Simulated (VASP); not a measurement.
# Si (Fd-3m) in VASP: notebook

Runs on Si. Level: PBEsol. Tasks: single point, relaxation of cell and atoms.

All numbers are computed with VASP 6.6.1; they aren't measurements. Logs are shortened: lines on timing, memory, paths and dates and some standing lists are left out, and cuts for length are marked.

**1. The structure**

It takes space group Fd-3m (No. 227, cubic). The conventional cell has a = 5.434 Å, b = 5.434 Å, c = 5.434 Å, α = 90.00°, β = 90.00°, γ = 90.00°. Si (site symmetry -43m) has 4 Si at 2.35 Å as nearest neighbours.

**2. Single point, PBEsol**

File INCAR:

```
SYSTEM = Si
ALGO = Normal
EDIFF = 1E-6
ENCUT = 520
GGA = PS
ISIF = 2
ISMEAR = 0
LASPH = .True.
LCHARG = .False.
LREAL = .False.
LWAVE = .False.
NBANDS = 11
NELM = 100
PREC = Accurate
SIGMA = 0.02
```

File KPOINTS:

```
k-points
0
Gamma
  12 12 12
  0 0 0
```

File POSCAR:

```
Si
1.0
    0.0000000000      2.7169170501      2.7169170501
    2.7169170501      0.0000000000      2.7169170501
    2.7169170501      2.7169170501      0.0000000000
Si
2
Direct
    0.2500000000      0.2500000000      0.2500000000
    0.0000000000      0.0000000000      0.0000000000
```

Potentials or basis: VASP PAW PBE potentials, release 64 (Si).

Command:

```sh
> cat potpaw_PBE.64/Si/POTCAR > POTCAR
> mpirun -np 1 vasp_std > vasp.out
```

OUTCAR:

```text
SYSTEM = Si
   EDIFF = 1E-6
   ENCUT = 520
   GGA = PS
   ISIF = 2
   ISMEAR = 0
   LASPH = .True.
   LREAL = .False.
   NELM = 100
   PREC = Accurate

 ion  position               nearest neighbor table
   1  0.250  0.250  0.250-   2 2.35   2 2.35   2 2.35   2 2.35
   2  0.000  0.000  0.000-   1 2.35   1 2.35   1 2.35   1 2.35

  LATTYP: Found a face centered cubic cell.
 ALAT       =     5.4338341002

  Lattice vectors:

 A1 = (   0.0000000000,   2.7169170501,   2.7169170501)
 A2 = (   2.7169170501,   0.0000000000,   2.7169170501)
 A3 = (   2.7169170501,   2.7169170501,   0.0000000000)

Analysis of symmetry for initial positions (statically):
=====================================================================
 Subroutine PRICEL returns:
 Original cell was already a primitive cell.

 Routine SETGRP: Setting up the symmetry group for a
 face centered cubic supercell.

 Subroutine GETGRP returns: Found 48 space group operations
 (whereof 24 operations were pure point group operations)
 out of a pool of 48 trial point group operations.

The static configuration has the point symmetry T_d .
 The point group associated with its full space group is O_h .

Analysis of symmetry for dynamics (positions and initial velocities):
=====================================================================
 Subroutine PRICEL returns:
 Original cell was already a primitive cell.

 Routine SETGRP: Setting up the symmetry group for a
 face centered cubic supercell.

 Subroutine GETGRP returns: Found 48 space group operations
 (whereof 24 operations were pure point group operations)
 out of a pool of 48 trial point group operations.

The dynamic configuration has the point symmetry T_d .
 The point group associated with its full space group is O_h .

 Subroutine INISYM returns: Found 48 space group operations
 (whereof 24 operations are pure point group operations),
 and found     1 'primitive' translations

----------------------------------------------------------------------------------------

                                     Primitive cell

  volume of cell :      40.1106

  direct lattice vectors                    reciprocal lattice vectors
     0.000000000  2.716917050  2.716917050    -0.184032118  0.184032118  0.184032118
     2.716917050  0.000000000  2.716917050     0.184032118 -0.184032118  0.184032118
     2.716917050  2.716917050  0.000000000     0.184032118  0.184032118 -0.184032118

  length of vectors
     3.842300940  3.842300940  3.842300940     0.318752979  0.318752979  0.318752979

  position of ions in fractional coordinates (direct lattice)
     0.250000000  0.250000000  0.250000000
     0.000000000  0.000000000  0.000000000

  ion indices of the primitive-cell ions
   primitive index   ion index
                 1           1
                 2           2

----------------------------------------------------------------------------------------

 KPOINTS: k-points

Automatic generation of k-mesh.
 Grid dimensions read from file:
 generate k-points for:   12   12   12

 Generating k-lattice:

  Cartesian coordinates                     Fractional coordinates (reciprocal lattice)
    -0.015336010  0.015336010  0.015336010     0.083333333  0.000000000  0.000000000
     0.015336010 -0.015336010  0.015336010     0.000000000  0.083333333  0.000000000
     0.015336010  0.015336010 -0.015336010     0.000000000  0.000000000  0.083333333

  Length of vectors
     0.026562748  0.026562748  0.026562748

  Shift w.r.t. Gamma in fractional coordinates (k-lattice)
     0.000000000  0.000000000  0.000000000

 Subroutine IBZKPT returns following result:
 ===========================================

 Found     72 irreducible k-points:

 Following reciprocal coordinates:
            Coordinates               Weight
  0.000000  0.000000  0.000000      1.000000
  0.083333  0.000000  0.000000      8.000000
  0.166667  0.000000  0.000000      8.000000
  0.250000  0.000000  0.000000      8.000000
  0.333333  0.000000  0.000000      8.000000
  0.416667  0.000000  0.000000      8.000000
[... 16 lines left out ...]
  0.500000  0.166667  0.000000     24.000000
 -0.416667  0.166667  0.000000     24.000000
 [... further k-points ...]
   k-points           NKPTS =     72   k-points in BZ     NKDIM =     72   number of bands    NBANDS=     11
   number of dos      NEDOS =    301   number of ions     NIONS =      2
   total plane-waves  NPLWV =  27000
   dimension x,y,z NGX =    30 NGY =   30 NGZ =   30
   dimension x,y,z NGXF=    60 NGYF=   60 NGZF=   60
   ions per type =               2
   NGX,Y,Z   is equivalent  to a cutoff of  12.98, 12.98, 12.98 a.u.
   NGXF,Y,Z  is equivalent  to a cutoff of  25.96, 25.96, 25.96 a.u.
 SYSTEM =  Si
   PREC   = accura    normal or accurate (medium, high low for compatibility)
   ISTART =      0    job   : 0-new  1-cont  2-samecut
   ICHARG =      2    charge: 1-file 2-atom 10-const
   ISPIN  =      1    spin polarized calculation?
   LNONCOLLINEAR =      F non collinear calculations
   LSORBIT =      F    spin-orbit coupling
   LASPH  =      T    aspherical Exc in radial PAW
   ENCUT  =  520.0 eV  38.22 Ry    6.18 a.u.   7.14  7.14  7.14*2*pi/ulx,y,z
   NELM   =    100;   NELMIN=  2; NELMDL= -5     # of ELM steps
   EDIFF  = 0.1E-05   stopping-criterion for ELM
   LREAL  =      F    real-space projection
   EDIFFG = 0.1E-04   stopping-criterion for IOM
   NSW    =      0    number of steps for IOM
   IBRION =     -1    ionic relax: 0-MD 1-quasi-New 2-CG
   NFREE  =      0    steps in history (QN), initial steepest desc. (CG)
   ISIF   =      2    stress and relaxation
   ISYM   =      2    0-nonsym 1-usesym 2-fastsym
   POTIM  = 0.5000    time-step for ionic-motion
   TEBEG  =    0.0;   TEEND  =   0.0 temperature during run
   PSTRESS=    0.0 pullay stress
   NELECT =       8.0000    total number of electrons
   NUPDOWN=      -1.0000    fix difference up-down
   EMIN   =  10.00;   EMAX   =-10.00  energy-range for DOS
   EFERMI =   0.00;   METHOD = LEGACY
   ISMEAR =     0;   SIGMA  =   0.02  broadening in eV -4-tet -1-fermi 0-gaus
   EFERMI_NEDOS =   21; number of points for ismear=-14 and -15
   IALGO  =     38    algorithm
   IMIX   =      4    mixing-type and parameters
     AMIX     =   0.40;   BMIX     =  1.00
     AMIX_MAG =   1.60;   BMIX_MAG =  1.00
  volume/ion in A,a.u.               =      20.06       135.34
  Fermi-wavevector in a.u.,A,eV,Ry     =   0.956500  1.807523 12.447873  0.914893
  Thomas-Fermi vector in A             =   2.085434
   LORBIT       =      0    0 simple, 1 ext, 2 COOP (PROOUT), +10 PAW based schemes
   GGA     = PS    functional components
   LHFCALC =     F    Hartree Fock is set to
   AEXX    =    0.0000 exact exchange contribution
   IVDW    =     0    specifies the selected vdW correction
   LEPSILON=     F    determine dielectric tensor
   LRPA    =     F    only Hartree local field effects (RPA)
 non-spin polarized calculation
 Gauss-broadening in eV      SIGMA  =   0.02
  energy-cutoff  :      520.00
  volume of cell :       40.11
 maximum number of plane-waves:      1106
 NGX is ok and might be reduce to    30
   NGX = 15   NGY = 15   NGZ = 15

 number of electron       8.0000001 magnetization

 Free energy of the ion-electron system (eV)
  ---------------------------------------------------
  ext. energy  EPLUGINS =         0.00000000
  ---------------------------------------------------
  free energy    TOTEN  =       -11.49324603 eV

  energy without entropy =      -11.49324603  energy(sigma->0) =      -11.49324603

 E-fermi :   5.9318     XC(G=0):  -9.5472

 val. band max:        5.7721919315   @ k =   0.0000   0.0000   0.0000
 cond. band min:       6.2318289627   @ k =   0.4167   0.4167   0.0000
 fundamental gap:      0.4596370312
 Fermi energy:         5.9317964352

 k-point     1 :       0.0000    0.0000    0.0000
  band No.  band energies     occupation
      1      -6.2062      2.00000
      2       5.7722      2.00000
      3       5.7722      2.00000
      4       5.7722      2.00000
      5       8.2890      0.00000
      6       8.2890      0.00000
      7       8.2890      0.00000
      8       9.0766      0.00000
      9      13.4599      0.00000
     10      13.4599      0.00000
     11      13.4757      0.00000

 k-point     2 :       0.0833    0.0000    0.0000
  band No.  band energies     occupation
      1      -6.1150      2.00000
      2       4.9043      2.00000
      3       5.6267      2.00000
      4       5.6267      2.00000
      5       8.3257      0.00000
      6       8.5023      0.00000
      7       8.5023      0.00000
      8       9.7448      0.00000
      9      13.1773      0.00000
     10      13.1773      0.00000
     11      13.8708      0.00000

 k-point     3 :       0.1667    0.0000    0.0000
  band No.  band energies     occupation
      1      -5.8441      2.00000
      2       3.3745      2.00000
      3       5.3179      2.00000
      4       5.3179      2.00000
      5       8.0568      0.00000
      6       8.9393      0.00000
      7       8.9393      0.00000
      8      11.1623      0.00000
      9      12.7962      0.00000
     10      12.7962      0.00000
     11      14.6351      0.00000
[... 267 lines left out ...]
 k-point    23 :       0.5000    0.1667    0.0000
  band No.  band energies     occupation
      1      -3.7036      2.00000
      2      -0.8604      2.00000
      3       2.9677      2.00000
      4       3.9852      2.00000
      5       7.7232      0.00000
      6       9.8191      0.00000
      7      10.3357      0.00000
      8      12.1105      0.00000
      9      15.0448      0.00000
     10      16.1945      0.00000
     11      17.4255      0.00000

 k-point    24 :      -0.4167    0.1667    0.0000
  band No.  band energies     occupation
      1      -3.5874      2.00000
      2      -1.0222      2.00000
      3       2.7516      2.00000
      4       4.1713      2.00000
      5       7.8717      0.00000
      6       9.7663      0.00000
      7      10.1076      0.00000
      8      13.6594      0.00000
      9      14.2174      0.00000
     10      14.4963      0.00000
     11      16.7842      0.00000

 [... further k-points ...]

------------------------ aborting loop because EDIFF is reached ----------------------------------------

  FORCE on cell =-STRESS in cart. coord.  units (eV):
  Direction    XX          YY          ZZ          XY          YZ          ZX
  --------------------------------------------------------------------------------------
  -------------------------------------------------------------------------------------
  Total        0.0249547      0.0249547      0.0249547      0.0000000     -0.0000000      0.0000000
  in kB        0.9967889      0.9967889      0.9967889      0.0000000     -0.0000000      0.0000000
  external PRESSURE =       0.9967889 kB  Pullay stress =       0.0000000 kB

 VOLUME and BASIS-vectors are now :
 -----------------------------------------------------------------------------
  energy-cutoff  :      520.00
  volume of cell :       40.11
      direct lattice vectors                 reciprocal lattice vectors
     0.000000000  2.716917050  2.716917050    -0.184032118  0.184032118  0.184032118
     2.716917050  0.000000000  2.716917050     0.184032118 -0.184032118  0.184032118
     2.716917050  2.716917050  0.000000000     0.184032118  0.184032118 -0.184032118

 POSITION                                       TOTAL-FORCE (eV/Angst)
 -----------------------------------------------------------------------------------
      1.35846      1.35846      1.35846        -0.000000     -0.000000     -0.000000
      0.00000      0.00000      0.00000         0.000000      0.000000      0.000000
 -----------------------------------------------------------------------------------
    total drift:                               -0.000000     -0.000000     -0.000000

  FREE ENERGIE OF THE ION-ELECTRON SYSTEM (eV)
  ---------------------------------------------------
  free  energy   TOTEN  =       -11.4932460330 eV

  energy  without entropy=      -11.4932460330  energy(sigma->0) =      -11.49324603
```

It took 22 s on 1 thread of Intel Xeon Platinum 8259CL at 2.50GHz (Skylake/Cascade Lake), shared host; peak memory 0.17 GiB.

What came out:

```
Free energy            : -11.4932 eV
Pressure               : 0.1 GPa
Band gap on the k mesh : 0.46 eV, indirect (least direct gap 2.52 eV)
```

Caveat: the PAW data sets were made with another functional, which shifts forces and pressure a little. A k mesh can miss the band edges.

[end of part 1 of 2]
